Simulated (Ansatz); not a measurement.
# TaC: equation of state, part 2 of 2

How stiff is TaC, and at what volume does the pressure vanish? The cell is scaled evenly, atoms carried along, and solved with LAPW, PAW and all-electron datasets made for the crystal.

Ansatz 0.2.0; DFT PBE; a cell built from a prototype (rocksalt type), not taken from measurement. «Crystal datasets» are all-electron PAW datasets made for this crystal. Earlier steps stand in the parts before.

### Step 7. Volume × 1.025, LAPW

input.yaml

```yaml
crystal:
  lattice:
    - [0.0, 2.2563482286, 2.2563482286]
    - [2.2563482286, 0.0, 2.2563482286]
    - [2.2563482286, 2.2563482286, 0.0]
  atoms:
    - { symbol: Ta, position: [0.0, 0.0, 0.0] }
    - { symbol: C, position: [0.5, 0.5, 0.5] }
kpoints:
  mp_grid: { grid: [14, 14, 14] }
scf:
  occupations: { method: fermi_dirac, width: 0.03 }
hamiltonian:
  xc: pbe
  pseudopotentials: { kind: all_electron, lapw: { basis_error: 0.00025 } }
output:
  forces: true
  stress: true
  eigenvalues: true
```

Standard output, cut to the lines that bear on the results:

```text
LAPW: plane waves up to 9.899 Å⁻¹, error target 2.5e-4 eV per atom; small_component_spin mean_spin; C in spheres of 0.934 Å, 6 of its electrons in bands, Dirac shells []; Ta in spheres of 1.323 Å, 43 of its electrons in bands, Dirac shells []
[...]
Pseudopotentials: kind: all_electron
Pseudopotential: Ta, LAPW, valence charge 43, Koelling and Harmon's equation, gaussian nucleus
Pseudopotential: C, LAPW, valence charge 6, Koelling and Harmon's equation, gaussian nucleus
Functional definition: PBE
[...]
Crystal: 2 atoms, lattice volume = 22.975 Å³
Basis set: ecut = 373.3509056160093 eV, 339 PW (Γ), exchange–correlation at level 2
Bands: 30, of which v1, the nominal top of the filled ones, is band 25 counted from 1 (24 counted from 0)
Symmetry: 48 space group operations
Space group: Fm-3m (ITA 225), of the structure as read, at distance tolerance 2.8e-5 Å
k-points: 104 of 2744
[...]
SCF iter   1: F=—  HF=-425609.187039 eV  |F-HF|=—  |Δ(HF+E_count)|=         —  Δρ=1.35e-1  dr2=5.54e0  ethr=1.13e-2  ⟨swp⟩=2.0  Hψ=18708  notcnv=0
[...]
the basis was enlarged: its passes take 657.2 KiB over the memory plan, 1 of 1 planned eigensolver slots
[...]
SCF iter  10: F=-425607.138637 eV  HF=-425607.138637 eV  |F-HF|=1.61e-8  |Δ(HF+E_count)|=   3.13e-8  Δρ=1.00e-5  dr2=2.32e-8  ethr=9.41e-10  ⟨swp⟩=2.3  Hψ=9341  notcnv=0
[...]
SCF converged after 10 iterations
Free energy (F): -425607.138637 eV
[...]
E sigma→0 (E₀):  -425607.137068 eV
Entropy (-TS):   -0.003138 eV (-1.569 meV/atom)
Fermi energy:    24.203100 eV
[...]
--- Forces (eV/Å), atoms counted from 1 ---
  atom   1  Ta     0.00000000    -0.00000000    -0.00000000
  atom   2  C      0.00000000    -0.00000000     0.00000000
[...]
--- Stress (GPa, compression-positive) ---
       -7.547951      -0.000000      -0.000000
       -0.000000      -7.547951       0.000000
       -0.000000       0.000000      -7.547951
  P = ⅓ Tr σ = -7.5480 GPa (-75.480 kbar)
--- Band table (eV; the first three rows and the last of 104) ---
[...]
```

Run time: 36 s. Hardware: 1 thread, shared host.

Result: pressure -7.55 GPa; no gap.

### Step 8. Volume × 1.025, PAW

input.yaml: that of step 7 with these lines changed.

```diff
@@ -14,3 +14,3 @@
   xc: pbe
-  pseudopotentials: { kind: all_electron, lapw: { basis_error: 0.00025 } }
+  pseudopotentials: { kind: paw }
 output:
@@ -19 +19,2 @@
   eigenvalues: true
+  efg: { contact_densities: true }
```

Standard output, cut to the lines that bear on the results:

```text
Ta: output.efg is read without spin–orbit coupling, which moves field gradients at and beside such atoms by some per cent and up to a factor of two; PAW files take it under magnetization.noncollinear and magnetization.spin_orbit
[...]
[... 4 set-up lines as earlier in the session ...]
[...]
Crystal: 2 atoms, lattice volume = 22.975 Å³
Basis set: ecut = 420 eV, 459 PW (Γ), exchange–correlation on 48×48×48 points (8 copies of the dense FFT grid, shifted against one another)
Bands: 13, of which v1, the nominal top of the filled ones, is band 9 counted from 1 (8 counted from 0)
[... 2 set-up lines as earlier in the session ...]
k-points: 104 of 2744
[...]
--- Forces (eV/Å), atoms counted from 1 ---
  atom   1  Ta    -0.00000000    -0.00000000    -0.00000000
  atom   2  C      0.00000000     0.00000000     0.00000000
[...]
--- Stress (GPa, compression-positive) ---
       -7.595028       0.000000       0.000000
        0.000000      -7.595028       0.000000
        0.000000       0.000000      -7.595028
  P = ⅓ Tr σ = -7.5950 GPa (-75.950 kbar)
--- PAW observables at the nuclei: V_zz in 10²¹ V/m², potentials from the cell's mean, atoms counted from 1 ---
  atom   1  Ta V_zz =    +0.000000   η = 0.0000   by run symmetry: forbidden
            electrostatic potential = -14499.155069 V   contact ρ = 8154438.583642 e/Å³
  atom   2  C  V_zz =    +0.000000   η = 0.0000   by run symmetry: forbidden
            electrostatic potential = -429.702939 V   contact ρ = 868.449643 e/Å³
--- Band table (eV; the first three rows and the last of 104) ---
  k-point 0: bands = ["-49.6432", "-15.9176", "-15.9176", "-15.9176", "4.6666", "17.9443", "17.9443", "17.9443", "18.7251", "18.7251", "18.7251", "19.8278", "19.8278"]
[...]
```

Run time: 3.5 s. Hardware: 1 thread, shared host.

In short: pressure -7.60 GPa; no gap.

### Step 9. Volume × 1.05, LAPW

input.yaml

```yaml
crystal:
  lattice:
    - [0.0, 2.2745453712, 2.2745453712]
    - [2.2745453712, 0.0, 2.2745453712]
    - [2.2745453712, 2.2745453712, 0.0]
  atoms:
    - { symbol: Ta, position: [0.0, 0.0, 0.0] }
    - { symbol: C, position: [0.5, 0.5, 0.5] }
kpoints:
  mp_grid: { grid: [14, 14, 14] }
scf:
  occupations: { method: fermi_dirac, width: 0.03 }
hamiltonian:
  xc: pbe
  pseudopotentials: { kind: all_electron, lapw: { basis_error: 0.00025 } }
output:
  forces: true
  stress: true
  eigenvalues: true
```

Standard output, cut to the lines that bear on the results:

```text
LAPW: plane waves up to 9.812 Å⁻¹, error target 2.5e-4 eV per atom; small_component_spin mean_spin; C in spheres of 0.943 Å, 6 of its electrons in bands, Dirac shells []; Ta in spheres of 1.332 Å, 43 of its electrons in bands, Dirac shells []
[...]
[... 4 set-up lines as earlier in the session ...]
[...]
Crystal: 2 atoms, lattice volume = 23.535 Å³
Basis set: ecut = 366.7736335081331 eV, 339 PW (Γ), exchange–correlation at level 2
Bands: 30, of which v1, the nominal top of the filled ones, is band 25 counted from 1 (24 counted from 0)
[... 1 set-up line as earlier in the session ...]
Space group: Fm-3m (ITA 225), of the structure as read, at distance tolerance 2.9e-5 Å
k-points: 104 of 2744
[...]
SCF iter   1: F=—  HF=-425609.142154 eV  |F-HF|=—  |Δ(HF+E_count)|=         —  Δρ=1.32e-1  dr2=5.55e0  ethr=1.13e-2  ⟨swp⟩=2.0  Hψ=18514  notcnv=0
[...]
the basis was enlarged: its passes take 660.6 KiB over the memory plan, 1 of 1 planned eigensolver slots
[...]
SCF iter  10: F=-425607.100419 eV  HF=-425607.100419 eV  |F-HF|=2.25e-8  |Δ(HF+E_count)|=   2.33e-8  Δρ=1.09e-5  dr2=2.94e-8  ethr=9.98e-10  ⟨swp⟩=2.2  Hψ=9339  notcnv=0
[...]
SCF converged after 10 iterations
Free energy (F): -425607.100419 eV
[...]
E sigma→0 (E₀):  -425607.098815 eV
Entropy (-TS):   -0.003209 eV (-1.604 meV/atom)
Fermi energy:    23.581126 eV
[...]
--- Forces (eV/Å), atoms counted from 1 ---
  atom   1  Ta     0.00000000    -0.00000000     0.00000000
  atom   2  C      0.00000000    -0.00000000    -0.00000000
[...]
--- Stress (GPa, compression-positive) ---
      -14.159781      -0.000000      -0.000000
       -0.000000     -14.159781      -0.000000
       -0.000000      -0.000000     -14.159781
  P = ⅓ Tr σ = -14.1598 GPa (-141.598 kbar)
--- Band table (eV; the first three rows and the last of 104) ---
[...]
```

Wall time 36 s (1 thread, shared host).

Read from it: pressure -14.16 GPa; no gap.

### Step 10. Volume × 1.05, PAW

input.yaml: that of step 9 with these lines changed.

```diff
@@ -14,3 +14,3 @@
   xc: pbe
-  pseudopotentials: { kind: all_electron, lapw: { basis_error: 0.00025 } }
+  pseudopotentials: { kind: paw }
 output:
@@ -19 +19,2 @@
   eigenvalues: true
+  efg: { contact_densities: true }
```

Standard output, cut to the lines that bear on the results:

```text
Ta: output.efg is read without spin–orbit coupling, which moves field gradients at and beside such atoms by some per cent and up to a factor of two; PAW files take it under magnetization.noncollinear and magnetization.spin_orbit
[...]
[... 4 set-up lines as earlier in the session ...]
[...]
Crystal: 2 atoms, lattice volume = 23.535 Å³
Basis set: ecut = 420 eV, 459 PW (Γ), exchange–correlation on 48×48×48 points (8 copies of the dense FFT grid, shifted against one another)
Bands: 13, of which v1, the nominal top of the filled ones, is band 9 counted from 1 (8 counted from 0)
[... 2 set-up lines as earlier in the session ...]
k-points: 104 of 2744
[...]
--- Forces (eV/Å), atoms counted from 1 ---
  atom   1  Ta    -0.00000000     0.00000000    -0.00000000
  atom   2  C      0.00000000     0.00000000    -0.00000000
[...]
--- Stress (GPa, compression-positive) ---
      -14.265511      -0.000000      -0.000000
        0.000000     -14.265511      -0.000000
       -0.000000       0.000000     -14.265511
  P = ⅓ Tr σ = -14.2655 GPa (-142.655 kbar)
--- PAW observables at the nuclei: V_zz in 10²¹ V/m², potentials from the cell's mean, atoms counted from 1 ---
  atom   1  Ta V_zz =    +0.000000   η = 0.0000   by run symmetry: forbidden
            electrostatic potential = -14498.389662 V   contact ρ = 8154434.572628 e/Å³
  atom   2  C  V_zz =    -0.000000   η = 0.0000   by run symmetry: forbidden
            electrostatic potential = -429.007857 V   contact ρ = 868.449149 e/Å³
--- Band table (eV; the first three rows and the last of 104) ---
  k-point 0: bands = ["-50.2130", "-16.4882", "-16.4882", "-16.4882", "4.3331", "17.4826", "17.4826", "17.4826", "18.2398", "18.2398", "18.2398", "19.2986", "19.2986"]
[...]
```

Run time: 3.6 s. Hardware: 1 thread, shared host.

This run gives: pressure -14.27 GPa; no gap.

### Step 11. Volume × 1.05, crystal datasets

input.yaml: that of step 10 with these lines changed.

```diff
@@ -14,3 +14,3 @@
   xc: pbe
-  pseudopotentials: { kind: paw }
+  pseudopotentials: { kind: all_electron, datasets: crystal }
 output:
```

Standard output, cut to the lines that bear on the results:

```text
[...]
band count auto-derived: 22 (N_el = 31.0; filled up to band 16; 20 by the electrons, moments and atoms)
Ta: output.efg is read without spin–orbit coupling, which moves field gradients at and beside such atoms by some per cent and up to a factor of two; PAW files take it under magnetization.noncollinear and magnetization.spin_orbit
[...]
[... 1 set-up line as earlier in the session ...]
Pseudopotential: Ta, paw, valence charge 27, recommended cutoff 440 eV (normal), Koelling and Harmon's equation, gaussian nucleus
Pseudopotential: C, paw, valence charge 4, recommended cutoff 440 eV (normal), Koelling and Harmon's equation, gaussian nucleus
[... 1 set-up line as earlier in the session ...]
[...]
Crystal: 2 atoms, lattice volume = 23.535 Å³
Basis set: ecut = 440 eV, 531 PW (Γ), exchange–correlation on 48×48×48 points (8 copies of the dense FFT grid, shifted against one another)
[...]
  atom   1  Ta    -0.00000000     0.00000000     0.00000000
  atom   2  C      0.00000000    -0.00000000    -0.00000000
[...]
--- Stress (GPa, compression-positive) ---
      -14.161125       0.000000       0.000000
        0.000000     -14.161125       0.000000
        0.000000       0.000000     -14.161125
  P = ⅓ Tr σ = -14.1611 GPa (-141.611 kbar)
--- PAW observables at the nuclei: V_zz in 10²¹ V/m², potentials from the cell's mean, atoms counted from 1 ---
  atom   1  Ta V_zz =    -0.000000   η = 0.0000   by run symmetry: forbidden
            electrostatic potential = -14498.365288 V   contact ρ = 8150574.116320 e/Å³
  atom   2  C  V_zz =    -0.000000   η = 0.0000   by run symmetry: forbidden
            electrostatic potential = -429.045267 V   contact ρ = 868.598593 e/Å³
--- Band table (eV; the first three rows and the last of 104) ---
  k-point 0: bands = ["-45.4062", "-11.6878", "-11.6878", "-11.6878", "2.7677", "2.7713", "2.7713", "2.7713", "2.8072", "2.8072", "2.8072", "9.1292", "22.2810", "22.2810", "22.2810", "23.0414", "23.0414", "23.0414", "24.0955", "24.0955"]
[...]
```

It took 17 s on 1 thread, shared host.

In short: pressure -14.16 GPa; no gap.

### Step 12. The equation of state

The rows at scale 1 come from earlier runs of the unscaled cell with the same settings.

| method | volume (Å³/atom) | F above the lowest (meV/atom) | pressure (GPa) |
| --- | --- | --- | --- |
| LAPW | 10.647 | 30.6 | 18.29 |
| LAPW | 10.927 | 7.3 | 8.54 |
| LAPW | 11.207 | 0.0 | -0.02 |
| LAPW | 11.487 | 6.8 | -7.55 |
| LAPW | 11.767 | 25.9 | -14.16 |
| PAW | 10.647 | 31.0 | 18.50 |
| PAW | 10.927 | 7.4 | 8.65 |
| PAW | 11.207 | 0.0 | 0.00 |
| PAW | 11.487 | 6.8 | -7.60 |
| PAW | 11.767 | 26.0 | -14.27 |
| crystal datasets | 10.647 | – | 18.29 |
| crystal datasets | 11.207 | – | -0.02 |
| crystal datasets | 11.767 | – | -14.16 |

### Step 13. Outcome

This closing draws on all 2 parts.

| quantity | value |
| --- | --- |
| equilibrium volume (LAPW) | 11.206 Å³/atom |
| bulk modulus (LAPW) | 321 GPa |
| its pressure derivative (LAPW) | 4.2 |
| equilibrium volume (PAW) | 11.207 Å³/atom |
| bulk modulus (PAW) | 324 GPa |
| its pressure derivative (PAW) | 4.2 |

In words: A third-order Birch-Murnaghan fit to the LAPW pressures puts zero pressure at 11.21 Å³/atom, less than 0.1 % from the given cell, with a bulk modulus of 321 GPa. PAW's volume lies less than 0.01 % and its modulus +0.9 % from LAPW's. No thermal or zero-point expansion is included. Spin-orbit coupling is left out, though the cell holds Ta; in elements this heavy it can shift bands and gaps by tenths of an eV.
